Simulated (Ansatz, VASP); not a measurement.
## One calculation of Ag, two programs

INCAR

```
ALGO = Fast
EDIFF = 1E-6
ENCUT = 520
GGA = PS
ISIF = 2
ISMEAR = 0
LASPH = True
LCHARG = False
LREAL = False
LWAVE = False
NBANDS = 12
NELM = 100
PREC = Accurate
SIGMA = 0.15
```

The input KPOINTS:

```
k-points
0
Gamma
  20 20 20
```

File POSCAR:

```
Ag
1.0
   -1.6970453500      1.6970453500      1.6142626500
    1.6970453500     -1.6970453500      1.6142626500
    1.6970453500      1.6970453500     -1.6142626500
Ag
1
Direct
    0.0000000000      0.0000000000      0.0000000000
```

Input for Ansatz:

```yaml
crystal:
  lattice:
    - [-1.69704535, 1.69704535, 1.61426265]
    - [1.69704535, -1.69704535, 1.61426265]
    - [1.69704535, 1.69704535, -1.61426265]
  atoms:
    - { symbol: Ag, position: [0.0, 0.0, 0.0] }
basis:
  ecutwfc: 420
kpoints:
  mp_grid: { grid: [20, 20, 20] }
hamiltonian:
  xc: pbesol
scf:
  occupations: { method: gaussian, width: 0.15 }
output:
  forces: true
  stress: true
  eigenvalues: true
```

Change from the starting cell: strain +0.025 along x and y, -0.025 along z, atoms carried along.

Alike in both runs: task single point; functional PBEsol; k mesh 20 × 20 × 20; occupations gaussian, width 0.15 eV; no spin polarisation.

|  | VASP | Ansatz |
| --- | --- | --- |
| version | VASP 6.6.1 | Ansatz 0.2.0 |
| potentials or method | VASP PAW PBE potentials, release 64 (Ag) | scalar-relativistic, plane waves, PAW |
| plane-wave cutoff (eV) | 520 | 420 |
| valence electrons in the cell | 11 | 19 |

|  | VASP | Ansatz | Ansatz less VASP |
| --- | --- | --- | --- |
| gap on the k mesh at the Fermi level (eV) | none | none | - |
| pressure (GPa) | -8.9 | -8.8 | +0.04 |
| largest component of the traceless stress (GPa) | 0.50 | 0.51 | +0.007 |

A gap of «none» marks a metal or a gap that the smearing closes. The two sets of potentials don't hold the same shells in valence.

Caveats: the PAW data sets were made with another functional, which shifts forces and pressure a little (VASP).
